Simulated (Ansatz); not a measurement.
Density of states of Ru (Fm-3m, a = 3.810 Å, b = 3.810 Å, c = 3.810 Å, α = 90.00°, β = 90.00°, γ = 90.00°), in states per eV and primitive cell, averaged over bins of 0.4 eV. The calculation used DFT PBE, scalar-relativistic, plane waves, PAW in Ansatz.

Plane waves to 420 eV, a k mesh through Γ of 18×18×18 on the computed 1-atom cell and Gaussian smearing (0.10 eV); no spin polarisation.

The cell is relaxed at this level. The states (both spins) are summed by tetrahedra on a 27×27×27 mesh at the self-consistent density. Energies are bin centres; the table starts no lower than −8 eV and ends at 6 eV, or lower where the solved bands end.

It is a metal at this level.

```csv
E − E_F (eV),total,Ru 4d,Ru 5s
-7.55,0.03,0.00,0.02
-7.15,0.05,0.00,0.05
-6.75,0.08,0.00,0.07
-6.35,0.12,0.02,0.09
-5.95,0.41,0.26,0.14
-5.55,1.16,0.89,0.25
-5.15,1.80,1.49,0.29
-4.75,1.56,1.40,0.14
-4.35,1.11,1.03,0.07
-3.95,1.16,1.10,0.04
-3.55,1.15,1.09,0.04
-3.15,1.16,1.08,0.06
-2.75,1.30,1.19,0.08
-2.35,1.84,1.70,0.11
-1.95,1.79,1.67,0.09
-1.55,1.21,1.10,0.08
-1.15,1.05,0.96,0.06
-0.75,1.28,1.19,0.06
-0.35,1.29,1.21,0.05
0.05,1.10,1.03,0.04
0.45,1.00,0.94,0.04
0.85,1.02,0.97,0.04
1.25,1.31,1.26,0.04
1.65,1.69,1.63,0.05
2.05,0.75,0.67,0.06
2.45,0.23,0.14,0.08
2.85,0.24,0.12,0.09
3.25,0.24,0.10,0.10
3.65,0.25,0.09,0.10
4.05,0.25,0.08,0.10
4.45,0.25,0.07,0.10
4.85,0.25,0.05,0.10
5.25,0.24,0.05,0.10
5.65,0.23,0.04,0.09
```

The columns after the total are the Löwdin projections on the occupied valence shells of the potentials. The rest of the total lies in shells that are empty in the free atom, which aren't projected, and between the atoms.

This fcc form isn't the element's structure at ambient conditions.

Cost: 1 run of about 0.17 core-minutes, on Arm Neoverse V1 (shared hosts).